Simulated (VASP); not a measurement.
# HfN (Fm-3m) in VASP: further runs

One crystal, HfN, is run at these levels: optB86b-vdW, r2SCAN50; tasks: density of states, band structure.

Everything below comes from runs of VASP 6.6.1. Logs are shortened: lines on timing, memory, paths and dates and some standing lists are left out, and cuts for length are marked.

## 1. The structure

It takes space group Fm-3m (No. 225, cubic). The conventional cell has a = 4.512 Å, b = 4.512 Å, c = 4.512 Å, α = 90.00°, β = 90.00°, γ = 90.00°. Hf (site symmetry m-3m) has 6 N at 2.26 Å as nearest neighbours. Around N (site symmetry m-3m) lie 6 Hf at 2.26 Å.

## 2. Density of states, optB86b-vdW (volume scaled by 0.88)

POSCAR

```
HfN
3.0574
    0.000000000000      0.707100359619      0.707100359619
    0.707100359619      0.000000000000      0.707100359619
    0.707100359619      0.707100359619      0.000000000000
Hf N
1 1
Direct
    0.0000000000      0.0000000000      0.0000000000
    0.5000000000      0.5000000000      0.5000000000
```

INCAR.step1

```
PREC = Accurate
ENCUT = 900
EDIFF = 1E-7
ISMEAR = 0
SIGMA = 0.1
LREAL = F
LASPH = T
NELM = 60
ALGO = Fast
ISIF = 2
LWAVE = F
LCHARG = T
LMAXMIX = 4
GGA = MK
LUSE_VDW = T
AGGAC = 0.0
PARAM1 = 0.1234
PARAM2 = 1.0
```

KPOINTS.step1

```
Automatic mesh
0
Gamma
  10 10 10
```

INCAR.step2

```
PREC = Accurate
ENCUT = 900
EDIFF = 1E-7
ISMEAR = -5
SIGMA = 0.1
LREAL = F
LASPH = T
NELM = 60
ALGO = Fast
ISIF = 2
LWAVE = F
LCHARG = F
LMAXMIX = 4
GGA = MK
LUSE_VDW = T
AGGAC = 0.0
PARAM1 = 0.1234
PARAM2 = 1.0
LORBIT = 11
NEDOS = 1001
ICHARG = 11
```

KPOINTS.step2

```
Automatic mesh
0
Gamma
  15 15 15
```

Potentials or basis: VASP PAW PBE potentials, release 64 (Hf_pv, N_h).

Run with:

```
cat potpaw_PBE.64/Hf_pv/POTCAR potpaw_PBE.64/N_h/POTCAR > POTCAR
cp INCAR.step1 INCAR
cp KPOINTS.step1 KPOINTS
mpirun -np 1 vasp_std > vasp.out
cp INCAR.step2 INCAR
cp KPOINTS.step2 KPOINTS
mpirun -np 1 vasp_std > vasp.out
```

OUTCAR:

```text
PREC = Accurate
   ENCUT = 900
   EDIFF = 1E-7
   ISMEAR = -5
   LREAL = F
   LASPH = T
   NELM = 60
   ISIF = 2
   GGA = MK
   LORBIT = 11
   ICHARG = 11

 ion  position               nearest neighbor table
   1  0.000  0.000  0.000-   2 2.16   2 2.16   2 2.16   2 2.16   2 2.16   2 2.16
   2  0.500  0.500  0.500-   1 2.16   1 2.16   1 2.16   1 2.16   1 2.16   1 2.16

  LATTYP: Found a face centered cubic cell.
 ALAT       =     4.3237772790

  Lattice vectors:

 A1 = (   0.0000000000,   2.1618886395,   2.1618886395)
 A2 = (   2.1618886395,   0.0000000000,   2.1618886395)
 A3 = (   2.1618886395,   2.1618886395,   0.0000000000)

Analysis of symmetry for initial positions (statically):
=====================================================================
 Subroutine PRICEL returns:
 Original cell was already a primitive cell.

 Routine SETGRP: Setting up the symmetry group for a
 face centered cubic supercell.

 Subroutine GETGRP returns: Found 48 space group operations
 (whereof 48 operations were pure point group operations)
 out of a pool of 48 trial point group operations.

The static configuration has the point symmetry O_h .

Analysis of symmetry for dynamics (positions and initial velocities):
=====================================================================
 Subroutine PRICEL returns:
 Original cell was already a primitive cell.

 Routine SETGRP: Setting up the symmetry group for a
 face centered cubic supercell.

 Subroutine GETGRP returns: Found 48 space group operations
 (whereof 48 operations were pure point group operations)
 out of a pool of 48 trial point group operations.

The dynamic configuration has the point symmetry O_h .

 Subroutine INISYM returns: Found 48 space group operations
 (whereof 48 operations are pure point group operations),
 and found     1 'primitive' translations

----------------------------------------------------------------------------------------

                                     Primitive cell

  volume of cell :      20.2083

  direct lattice vectors                    reciprocal lattice vectors
     0.000000000  2.161888639  2.161888639    -0.231279258  0.231279258  0.231279258
     2.161888639  0.000000000  2.161888639     0.231279258 -0.231279258  0.231279258
     2.161888639  2.161888639  0.000000000     0.231279258  0.231279258 -0.231279258

  length of vectors
     3.057372234  3.057372234  3.057372234     0.400587425  0.400587425  0.400587425

  position of ions in fractional coordinates (direct lattice)
     0.000000000  0.000000000  0.000000000
     0.500000000  0.500000000  0.500000000

  ion indices of the primitive-cell ions
   primitive index   ion index
                 1           1
                 2           2

----------------------------------------------------------------------------------------

 KPOINTS: Automatic mesh

Automatic generation of k-mesh.
 Grid dimensions read from file:
 generate k-points for:   15   15   15

 Generating k-lattice:

  Cartesian coordinates                     Fractional coordinates (reciprocal lattice)
    -0.015418617  0.015418617  0.015418617     0.066666667  0.000000000  0.000000000
     0.015418617 -0.015418617  0.015418617     0.000000000  0.066666667  0.000000000
     0.015418617  0.015418617 -0.015418617     0.000000000  0.000000000  0.066666667

  Length of vectors
     0.026705828  0.026705828  0.026705828

  Shift w.r.t. Gamma in fractional coordinates (k-lattice)
     0.000000000  0.000000000  0.000000000

 TETIRR: Found    484 inequivalent tetrahedra from    20250

 Subroutine IBZKPT returns following result:
 ===========================================

 Found    120 irreducible k-points:

 Following reciprocal coordinates:
            Coordinates               Weight
  0.000000  0.000000  0.000000      1.000000
  0.066667  0.000000  0.000000      8.000000
  0.133333  0.000000  0.000000      8.000000
  0.200000  0.000000  0.000000      8.000000
  0.266667  0.000000  0.000000      8.000000
  0.333333  0.000000  0.000000      8.000000
[... 42 lines left out ...]
 -0.466667  0.266667  0.000000     24.000000
 -0.400000  0.266667  0.000000     24.000000
 [... further k-points ...]
   k-points           NKPTS =    120   k-points in BZ     NKDIM =    120   number of bands    NBANDS=     11
   number of dos      NEDOS =   1001   number of ions     NIONS =      2
   total plane-waves  NPLWV =  27000
   dimension x,y,z NGX =    30 NGY =   30 NGZ =   30
   dimension x,y,z NGXF=    60 NGYF=   60 NGZF=   60
   ions per type =               1   1
   NGX,Y,Z   is equivalent  to a cutoff of  16.31, 16.31, 16.31 a.u.
   NGXF,Y,Z  is equivalent  to a cutoff of  32.63, 32.63, 32.63 a.u.
 SYSTEM =  unknown system
   PREC   = accura    normal or accurate (medium, high low for compatibility)
   ISTART =      0    job   : 0-new  1-cont  2-samecut
   ICHARG =     11    charge: 1-file 2-atom 10-const
   ISPIN  =      1    spin polarized calculation?
   LNONCOLLINEAR =      F non collinear calculations
   LSORBIT =      F    spin-orbit coupling
   LASPH  =      T    aspherical Exc in radial PAW
   ENCUT  =  900.0 eV  66.15 Ry    8.13 a.u.   7.48  7.48  7.48*2*pi/ulx,y,z
   NELM   =     60;   NELMIN=  2; NELMDL=  0     # of ELM steps
   EDIFF  = 0.1E-06   stopping-criterion for ELM
   LREAL  =      F    real-space projection
   EDIFFG = 0.1E-05   stopping-criterion for IOM
   NSW    =      0    number of steps for IOM
   IBRION =     -1    ionic relax: 0-MD 1-quasi-New 2-CG
   NFREE  =      0    steps in history (QN), initial steepest desc. (CG)
   ISIF   =      2    stress and relaxation
   ISYM   =      2    0-nonsym 1-usesym 2-fastsym
   POTIM  = 0.5000    time-step for ionic-motion
   TEBEG  =    0.0;   TEEND  =   0.0 temperature during run
   PSTRESS=    0.0 pullay stress
   NELECT =      15.0000    total number of electrons
   NUPDOWN=      -1.0000    fix difference up-down
   EMIN   =  10.00;   EMAX   =-10.00  energy-range for DOS
   EFERMI =   0.00;   METHOD = LEGACY
   ISMEAR =    -5;   SIGMA  =   0.10  broadening in eV -4-tet -1-fermi 0-gaus
   EFERMI_NEDOS =   21; number of points for ismear=-14 and -15
   IALGO  =     68    algorithm
   IMIX   =      4    mixing-type and parameters
     AMIX     =   0.40;   BMIX     =  1.00
     AMIX_MAG =   1.60;   BMIX_MAG =  1.00
  volume/ion in A,a.u.               =      10.10        68.19
  Fermi-wavevector in a.u.,A,eV,Ry     =   1.482274  2.801092 29.893868  2.197137
  Thomas-Fermi vector in A             =   2.596081
   LORBIT       =     11    0 simple, 1 ext, 2 COOP (PROOUT), +10 PAW based schemes
   GGA     = MK    functional components
   LHFCALC =     F    Hartree Fock is set to
   AEXX    =    0.0000 exact exchange contribution
   IVDW_NL    =     1    kernel type
   BPARAM     = 6.3000
   IVDW    =     0    specifies the selected vdW correction
   LEPSILON=     F    determine dielectric tensor
   LRPA    =     F    only Hartree local field effects (RPA)
 non-spin polarized calculation
 RMM-DIIS sequential band-by-band and
 Fermi weights with tetrahedron method with Bloechl corrections
  energy-cutoff  :      900.00
  volume of cell :       20.21
 maximum number of plane-waves:      1258
 NGX is ok and might be reduce to    30

 number of electron      15.0000000 magnetization

 Free energy of the ion-electron system (eV)
  ---------------------------------------------------
  ext. energy  EPLUGINS =         0.00000000
  ---------------------------------------------------
  free energy    TOTEN  =       -17.99782454 eV

  energy without entropy =      -17.99782454  energy(sigma->0) =      -17.99782454

 E-fermi :   9.8912     XC(G=0): -13.4777

 val. band max:        9.8979175152   @ k =  -0.1333   0.0667   0.0000
 cond. band min:       9.8964097691   @ k =   0.0667   0.0667   0.0000
 fundamental gap:     -0.0015077461
 Fermi energy:         9.8912120762

 k-point     1 :       0.0000    0.0000    0.0000
  band No.  band energies     occupation
      1     -20.7873      2.00000
      2     -20.7873      2.00000
      3     -20.7873      2.00000
      4      -8.3900      2.00000
      5       6.6805      2.00000
      6       6.6805      2.00000
      7       6.6805      2.00000
      8       9.4047      2.00000
      9       9.4047      2.00029
     10       9.4047      2.00029
     11      12.1585      0.00000

 k-point     2 :       0.0667    0.0000    0.0000
  band No.  band energies     occupation
      1     -20.8648      2.00000
      2     -20.7929      2.00000
      3     -20.7929      2.00000
      4      -8.2509      2.00000
      5       6.1978      2.00000
      6       6.3588      2.00000
      7       6.3588      2.00000
      8       9.5663      2.00000
      9       9.5845      2.00829
     10       9.5845      1.63148
     11      12.5748      0.00000

 k-point     3 :       0.1333    0.0000    0.0000
  band No.  band energies     occupation
      1     -21.0768      2.00000
      2     -20.8086      2.00000
      3     -20.8086      2.00000
      4      -7.8580      2.00000
      5       5.1297      2.00000
      6       5.6453      2.00000
      7       5.6453      2.00000
      8       9.8534      1.83134
      9      10.0493      0.14220
     10      10.0493      0.04288
     11      13.6312      0.00000
[... 491 lines left out ...]
 k-point    39 :       0.4667    0.2000    0.0000
  band No.  band energies     occupation
      1     -22.0406      2.00000
      2     -21.1790      2.00000
      3     -21.0494      2.00000
      4      -5.9143      2.00000
      5       1.8183      2.00000
      6       3.6912      2.00000
      7       4.1088      2.00000
      8       9.5989      1.45650
      9      14.5406      0.00000
     10      14.8937      0.00000
     11      17.1230      0.00000

 k-point    40 :      -0.4667    0.2000    0.0000
  band No.  band energies     occupation
      1     -22.1072      2.00000
      2     -21.2466      2.00000
      3     -21.0267      2.00000
      4      -5.6710      2.00000
      5       1.5219      2.00000
      6       3.6345      2.00000
      7       3.7033      2.00000
      8      10.7209     -0.06530
      9      13.9279      0.00000
     10      14.6248      0.00000
     11      17.6895      0.00000

 [... further k-points ...]

------------------------ aborting loop because EDIFF is reached ----------------------------------------

  FORCE on cell =-STRESS in cart. coord.  units (eV):
  Direction    XX          YY          ZZ          XY          YZ          ZX
  --------------------------------------------------------------------------------------
  -------------------------------------------------------------------------------------
  Total        6.1295368      6.1295368      6.1295368     -0.0000000     -0.0000000      0.0000000
  in kB      485.9686820    485.9686820    485.9686820     -0.0000000     -0.0000000      0.0000000
  external PRESSURE =     485.9686820 kB  Pullay stress =       0.0000000 kB

 VOLUME and BASIS-vectors are now :
 -----------------------------------------------------------------------------
  energy-cutoff  :      900.00
  volume of cell :       20.21
      direct lattice vectors                 reciprocal lattice vectors
     0.000000000  2.161888639  2.161888639    -0.231279258  0.231279258  0.231279258
     2.161888639  0.000000000  2.161888639     0.231279258 -0.231279258  0.231279258
     2.161888639  2.161888639  0.000000000     0.231279258  0.231279258 -0.231279258

 POSITION                                       TOTAL-FORCE (eV/Angst)
 -----------------------------------------------------------------------------------
      0.00000      0.00000      0.00000         0.000000      0.000000      0.000000
      2.16189      2.16189      2.16189         0.000000     -0.000000     -0.000000
 -----------------------------------------------------------------------------------
    total drift:                                0.000000      0.000000      0.000000

  FREE ENERGIE OF THE ION-ELECTRON SYSTEM (eV)
  ---------------------------------------------------
  free  energy   TOTEN  =       -17.9978245371 eV

  energy  without entropy=      -17.9978245371  energy(sigma->0) =      -17.99782454

Total vdW correction in eV:      1.7521351

 total charge

# of ion       s       p       d       tot
------------------------------------------
    1        0.331   6.759   2.015   9.105
    2        0.718   1.557   0.000   2.275
--------------------------------------------------
tot          1.049   8.316   2.015  11.380
```

Run time: 2 min. Hardware: 1 thread of Intel Xeon Platinum 8488C (Sapphire Rapids), shared host; peak memory 0.4 GiB.

What came out:

```
Valence electrons inside the program's atomic spheres : Hf 9.11; N 2.27
```

Levels at points of the mesh, in eV from the Fermi level:
```tsv
k point	band 6	band 7	band 8	band 9	band 10	band 11
(0.00, 0.00, 0.00)	-3.21	-3.21	-0.49	-0.49	-0.49	2.27
```

States per cell in windows of 0.5 eV (zero at the Fermi level; states under -8 eV left out):
| from (eV) | total | Hf1_d | N2_p | Hf1_p | Hf1_s | N2_s | N2_d |
| --- | --- | --- | --- | --- | --- | --- | --- |
| -8.0 | 0.41 | 0.08 | 0.08 | 0.03 | 0.05 | 0.00 | 0.00 |
| -7.5 | 0.40 | 0.07 | 0.09 | 0.04 | 0.04 | 0.00 | 0.00 |
| -7.0 | 0.55 | 0.15 | 0.13 | 0.04 | 0.02 | 0.00 | 0.00 |
| -6.5 | 0.98 | 0.27 | 0.25 | 0.09 | 0.01 | 0.00 | 0.00 |
| -6.0 | 1.53 | 0.33 | 0.37 | 0.30 | 0.01 | 0.00 | 0.00 |
| -5.5 | 0.72 | 0.16 | 0.18 | 0.11 | 0.00 | 0.00 | 0.00 |
| -5.0 | 0.43 | 0.10 | 0.11 | 0.05 | 0.00 | 0.00 | 0.00 |
| -4.5 | 0.27 | 0.04 | 0.08 | 0.03 | 0.00 | 0.00 | 0.00 |
| -4.0 | 0.07 | 0.01 | 0.02 | 0.01 | 0.00 | 0.00 | 0.00 |
| -3.5 | 0.05 | 0.01 | 0.01 | 0.00 | 0.00 | 0.00 | 0.00 |
| -3.0 | 0.08 | 0.03 | 0.01 | 0.00 | 0.00 | 0.00 | 0.00 |
| -2.5 | 0.10 | 0.05 | 0.01 | 0.00 | 0.00 | 0.00 | 0.00 |
| -2.0 | 0.13 | 0.07 | 0.02 | 0.00 | 0.00 | 0.00 | 0.00 |
| -1.5 | 0.18 | 0.09 | 0.02 | 0.00 | 0.00 | 0.00 | 0.00 |
| -1.0 | 0.20 | 0.11 | 0.02 | 0.00 | 0.00 | 0.00 | 0.00 |
| -0.5 | 0.25 | 0.14 | 0.02 | 0.00 | 0.00 | 0.00 | 0.00 |
| 0.0 | 0.29 | 0.16 | 0.03 | 0.00 | 0.00 | 0.00 | 0.00 |
| 0.5 | 0.31 | 0.17 | 0.03 | 0.00 | 0.00 | 0.00 | 0.00 |
| 1.0 | 0.30 | 0.17 | 0.03 | 0.00 | 0.00 | 0.00 | 0.00 |
| 1.5 | 0.32 | 0.19 | 0.03 | 0.01 | 0.00 | 0.00 | 0.00 |
| 2.0 | 0.33 | 0.21 | 0.03 | 0.01 | 0.00 | 0.00 | 0.00 |
| 2.5 | 0.39 | 0.25 | 0.03 | 0.01 | 0.00 | 0.00 | 0.00 |
| 3.0 | 0.52 | 0.35 | 0.04 | 0.01 | 0.00 | 0.00 | 0.00 |
| 3.5 | 0.62 | 0.42 | 0.05 | 0.01 | 0.01 | 0.00 | 0.00 |
| 4.0 | 0.77 | 0.56 | 0.06 | 0.01 | 0.01 | 0.01 | 0.00 |
| 4.5 | 0.65 | 0.49 | 0.04 | 0.01 | 0.01 | 0.01 | 0.00 |
| 5.0 | 0.53 | 0.40 | 0.03 | 0.01 | 0.01 | 0.01 | 0.00 |
| 5.5 | 0.56 | 0.42 | 0.03 | 0.02 | 0.01 | 0.01 | 0.00 |
| 6.0 | 0.62 | 0.42 | 0.03 | 0.05 | 0.02 | 0.02 | 0.00 |
| 6.5 | 0.38 | 0.22 | 0.02 | 0.05 | 0.02 | 0.03 | 0.00 |
| 7.0 | 0.32 | 0.18 | 0.01 | 0.05 | 0.01 | 0.02 | 0.00 |
| 7.5 | 0.09 | 0.05 | 0.00 | 0.02 | 0.00 | 0.01 | 0.00 |

Caveat: the cutoff is under 1.25 times the usual one of these potentials, so pressure, stress and relaxed cells hold a basis-set (Pulay) error; the PAW data sets were made with another functional, which shifts forces and pressure a little; tetrahedron occupations give inexact forces and stress in metals. Spin-orbit coupling is left out, which matters for the levels of Hf.

## 3. Band structure, r2SCAN50

POSCAR

```
HfN
1.0
    0.0000000000      2.2560000000      2.2560000000
    2.2560000000      0.0000000000      2.2560000000
    2.2560000000      2.2560000000      0.0000000000
Hf N
1 1
Direct
    0.0000000000      0.0000000000      0.0000000000
    0.5000000000      0.5000000000      0.5000000000
```

INCAR.step1

```
SYSTEM = HfN
ALGO = Normal ; EDIFF = 1E-5
ENCUT = 520 ; GGA = PE
ISIF = 2 ; ISMEAR = -1
LASPH = .True. ; LCHARG = .False.
LMAXMIX = 4 ; LREAL = .False.
LWAVE = .True. ; NELM = 100
PREC = Accurate ; SIGMA = 0.05
```

INCAR.step2

```
SYSTEM = HfN
AEXX = 0.5 ; ALGO = Normal
EDIFF = 1E-6 ; ENCUT = 520
HFRCUT = -1 ; ISIF = 2
ISMEAR = -1 ; ISTART = 1
LASPH = .True. ; LCHARG = .False.
LHFCALC = .True. ; LMAXMIX = 4
LMIXTAU = .True. ; LREAL = .False.
LWAVE = .False. ; METAGGA = R2SCAN
NELM = 100 ; PREC = Accurate
PRECFOCK = Fast ; SIGMA = 0.05
```

KPOINTS

```
k-points
0
Gamma
  5 5 5
  0 0 0
```

KPOINTS_OPT

```
path GXWKGLUWLK,UX
10
line-mode
reciprocal
 0.0000000000  0.0000000000  0.0000000000  G
 0.5000000000  0.0000000000  0.5000000000  X

 0.5000000000  0.0000000000  0.5000000000  X
 0.5000000000  0.2500000000  0.7500000000  W

 0.5000000000  0.2500000000  0.7500000000  W
 0.3750000000  0.3750000000  0.7500000000  K

 0.3750000000  0.3750000000  0.7500000000  K
 0.0000000000  0.0000000000  0.0000000000  G

 0.0000000000  0.0000000000  0.0000000000  G
 0.5000000000  0.5000000000  0.5000000000  L

 0.5000000000  0.5000000000  0.5000000000  L
 0.6250000000  0.2500000000  0.6250000000  U

 0.6250000000  0.2500000000  0.6250000000  U
 0.5000000000  0.2500000000  0.7500000000  W

 0.5000000000  0.2500000000  0.7500000000  W
 0.5000000000  0.5000000000  0.5000000000  L

 0.5000000000  0.5000000000  0.5000000000  L
 0.3750000000  0.3750000000  0.7500000000  K

 0.6250000000  0.2500000000  0.6250000000  U
 0.5000000000  0.0000000000  0.5000000000  X
```

Potentials or basis: VASP PAW PBE potentials, release 64 (Hf_pv, N).

Run with:

```
cat potpaw_PBE.64/Hf_pv/POTCAR potpaw_PBE.64/N/POTCAR > POTCAR
cp INCAR.step1 INCAR
mpirun -np 1 vasp_std > vasp.out
cp INCAR.step2 INCAR
mpirun -np 1 vasp_std > vasp.out
```

Wall time 11 min (1 thread of Intel Xeon 6975P-C (Granite Rapids), shared host); peak memory 0.17 GiB.

It converged, with:

```yaml
Free_energy: -51.1138 eV
Pressure: -9.9 GPa
Band_gap_along_the_path: none (metal or under the smearing width)
```

Levels at the corners of the path, in eV from the Fermi level:
```
point  band 4  band 5  band 6  band 7  band 8  band 9  band 10  band 11
    Γ  -23.52   -5.57   -5.57   -5.57   -0.47   -0.47    -0.47     3.57
    X  -22.27   -8.83   -6.58   -6.58   -5.68    5.92     7.74     7.77
    X  -22.27   -8.83   -6.58   -6.58   -5.68    5.92     7.74     7.76
    W  -21.53   -9.46   -8.76   -8.76    1.78    1.78     7.74     7.89
    W  -21.53   -9.46   -8.76   -8.76    1.78    1.78     7.72     7.75
    K  -21.58   -9.68   -8.84   -8.03   -1.40    5.80     6.45     8.84
    K  -21.58   -9.68   -8.84   -8.03   -1.40    5.80     6.45     8.49
    Γ  -23.52   -5.57   -5.57   -5.57   -0.47   -0.47    -0.47     3.48
    Γ  -23.52   -5.57   -5.57   -5.57   -0.47   -0.47    -0.47     3.52
    L  -20.29  -12.79   -9.50   -9.50    5.22    5.66     5.66     5.81
    L  -20.29  -12.79   -9.50   -9.50    5.22    5.66     5.66     5.81
    U  -21.58   -9.68   -8.84   -8.03   -1.40    5.80     6.45     8.29
    U  -21.58   -9.68   -8.84   -8.03   -1.40    5.81     6.46     8.32
    W  -21.53   -9.46   -8.76   -8.76    1.78    1.78     7.72     8.07
    W  -21.53   -9.46   -8.76   -8.76    1.78    1.78     7.74     7.99
    L  -20.29  -12.79   -9.50   -9.50    5.22    5.66     5.66     5.81
    L  -20.29  -12.79   -9.50   -9.50    5.22    5.66     5.66     5.81
    K  -21.58   -9.68   -8.84   -8.03   -1.40    5.80     6.46     8.31
    U  -21.58   -9.68   -8.84   -8.03   -1.40    5.81     6.45     8.41
    X  -22.27   -8.83   -6.58   -6.58   -5.68    5.92     7.74     7.82
```

Caveat: the k mesh is coarse (spacing up to 0.48 Å⁻¹), so the values aren't converged, least of all with exact exchange; the PAW data sets were made with another functional, which shifts forces and pressure a little; spin-orbit coupling is left out, which moves the levels of the heavy elements.
